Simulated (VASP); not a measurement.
## NaI in VASP 6.6.1, single-point calculation

INCAR

```
NSW = 0
ISIF = 2
IVDW = 12
IBRION = -1
LREAL = .FALSE.
EDIFF = 1E-7
PREC = Accurate
ISMEAR = -1
LCHARG = .FALSE.
SIGMA = 0.02
ENCUT = 520
NELM = 120
LWAVE = .FALSE.
LASPH = .TRUE.
GGA = PE
NBANDS = 14
```

KPOINTS

```
KPOINTS created by Atomic Simulation Environment
0
Gamma
6 6 6
0 0 0
```

POSCAR

```
Na I
 1.0000000000000000
     3.9249772123000000    0.0000000000000000    0.0000000000000000
     0.0000000000000000    3.9249772123000000    0.0000000000000000
     0.0000000000000000    0.0000000000000000    4.0405365579000003
 Na  I
   1   1
Cartesian
  0.0000000000000000  0.0000000000000000  0.0000000000000000
  1.9624886061500000  1.9624886061500000  2.0202682789500002
```

The recommended PBE PAW datasets give the neutral cell 14 valence electrons.

Command

```
mpirun -np 1 vasp_std
```

OSZICAR

```
N       E                     dE             d eps       ncg     rms          rms(c)
DAV:   1     0.844749337353E+02    0.84475E+02   -0.65728E+03  1126   0.902E+02
DAV:   2     0.138383300807E+01   -0.83091E+02   -0.76461E+02  1198   0.229E+02
DAV:   3    -0.501303088732E+01   -0.63969E+01   -0.63506E+01  1468   0.609E+01
DAV:   4    -0.516027597309E+01   -0.14725E+00   -0.14720E+00  1386   0.948E+00
DAV:   5    -0.516437074320E+01   -0.40948E-02   -0.40947E-02  1444   0.160E+00    0.214E+00
DAV:   6    -0.507086196500E+01    0.93509E-01   -0.81621E-02  1392   0.178E+00    0.141E+00
DAV:   7    -0.504619040425E+01    0.24672E-01   -0.84907E-02  1388   0.159E+00    0.634E-01
DAV:   8    -0.504655016023E+01   -0.35976E-03   -0.53673E-03  1192   0.608E-01    0.744E-02
DAV:   9    -0.504651401104E+01    0.36149E-04   -0.14970E-04  1494   0.132E-01    0.296E-02
DAV:  10    -0.504653140780E+01   -0.17397E-04   -0.44443E-05  1252   0.635E-02    0.645E-03
DAV:  11    -0.504653166550E+01   -0.25770E-06   -0.50929E-06  1318   0.234E-02    0.367E-03
DAV:  12    -0.504653176469E+01   -0.99191E-07   -0.26611E-07  1372   0.347E-03
   1 F= -.55977085E+01 E0= -.55977085E+01  d E =-.271149E-10
```

From OUTCAR

```
k-points           NKPTS =     40   k-points in BZ     NKDIM =     40   number of bands    NBANDS=     14

   NELECT =      14.0000    total number of electrons

   dimension x,y,z NGX =    30 NGY =   30 NGZ =   30
   dimension x,y,z NGXF=    60 NGYF=   60 NGZF=   60

  energy-cutoff  :      520.00
  volume of cell :       62.25
      direct lattice vectors                 reciprocal lattice vectors
     3.924977212  0.000000000  0.000000000     0.254778549  0.000000000  0.000000000
     0.000000000  3.924977212  0.000000000     0.000000000  0.254778549  0.000000000
     0.000000000  0.000000000  4.040536558     0.000000000  0.000000000  0.247491883

 k-points in reciprocal lattice and weights: KPOINTS created by Atomic Simulation Env
   0.00000000  0.00000000  0.00000000       0.005
   0.16666667  0.00000000  0.00000000       0.019
   0.33333333  0.00000000  0.00000000       0.019
   0.50000000  0.00000000  0.00000000       0.009
   0.16666667  0.16666667  0.00000000       0.019
   0.33333333  0.16666667  0.00000000       0.037
   0.50000000  0.16666667  0.00000000       0.019
   0.33333333  0.33333333  0.00000000       0.019
   ...

 E-fermi :   2.9051

 k-point     1 :       0.0000    0.0000    0.0000
  band No.  band energies     occupation
      1     -21.2618      2.00000
      2     -21.2618      2.00000
      3     -21.2576      2.00000
      4      -9.6186      2.00000
      5       1.5283      2.00000
      6       1.8175      2.00000
      7       1.8175      2.00000
      8       4.8172      0.00000
      9       7.8158      0.00000
     10       8.0009      0.00000
     11      13.7868      0.00000
     12      14.0802      0.00000
     13      14.0802      0.00000
     14      14.3572      0.00000

 k-point     2 :       0.1667    0.0000    0.0000
  band No.  band energies     occupation
      1     -21.2647      2.00000
      2     -21.2615      2.00000
      3     -21.2573      2.00000
      4      -9.5243      2.00000
      5       0.7718      2.00000
      6       1.6189      2.00000
      7       1.9051      2.00000
      8       5.5024      0.00000
      9       8.1027      0.00000
     10       8.9314      0.00000
     11      12.1393      0.00000
     12      12.5831      0.00000
     13      13.1353      0.00000
     14      14.5638      0.00000

 k-point     3 :       0.3333    0.0000    0.0000
  band No.  band energies     occupation
      1     -21.2706      2.00000
      2     -21.2610      2.00000
      3     -21.2567      2.00000
      4      -9.3198      2.00000
      5      -0.5909      2.00000
      6       1.8146      2.00000
      7       2.0936      2.00000
      8       6.4514      0.00000
      9       8.7837      0.00000
     10       9.6303      0.00000
     11      10.6499      0.00000
     12      11.1280      0.00000
     13      12.3421      0.00000
     14      13.6993      0.00000

 k-point     4 :       0.5000    0.0000    0.0000
  band No.  band energies     occupation
      1     -21.2735      2.00000
      2     -21.2607      2.00000
      3     -21.2565      2.00000
      4      -9.2080      2.00000
      5      -1.1343      2.00000
      6       1.9210      2.00000
      7       2.1956      2.00000
      8       7.1037      0.00000
      9       8.9835      0.00000
     10       9.4319      0.00000
     11      10.0933      0.00000
     12      10.5814      0.00000
     13      11.1992      0.00000
     14      15.5386      0.00000

 ...

  Total       0.24727     0.24727    -0.37392     0.00000     0.00000    -0.00000
  in kB       6.36463     6.36463    -9.62452     0.00000     0.00000    -0.00000
  external pressure =        1.03 kB  Pullay stress =        0.00 kB

 POSITION                                       TOTAL-FORCE (eV/Angst)
 -----------------------------------------------------------------------------------
      0.00000      0.00000      0.00000         0.000000      0.000000      0.000000
      1.96249      1.96249      2.02027         0.000000      0.000000      0.000000
 -----------------------------------------------------------------------------------
    total drift:                                0.000000     -0.000000     -0.000000

  FREE ENERGIE OF THE ION-ELECTRON SYSTEM (eV)
  ---------------------------------------------------
  free  energy   TOTEN  =        -5.5977085332 eV

  energy  without entropy=       -5.5977085331  energy(sigma->0) =       -5.59770853
```

It converged. Results: gap between bands v and c on the k mesh 2.30 eV; least direct gap on the k mesh 2.56 eV; pressure 0.1 GPa. Band v is the last that the valence electrons fill when counted band by band, and c is the next.

For comparison, a separate PBE run of the intended cell, on usual settings and not on those above, gives a gap of 2.30 eV on its mesh and a pressure of 1.5 GPa.

The run above took about 24 s on one core of a shared host (Intel Xeon Platinum 8488C) and held 0.18 GiB at most.
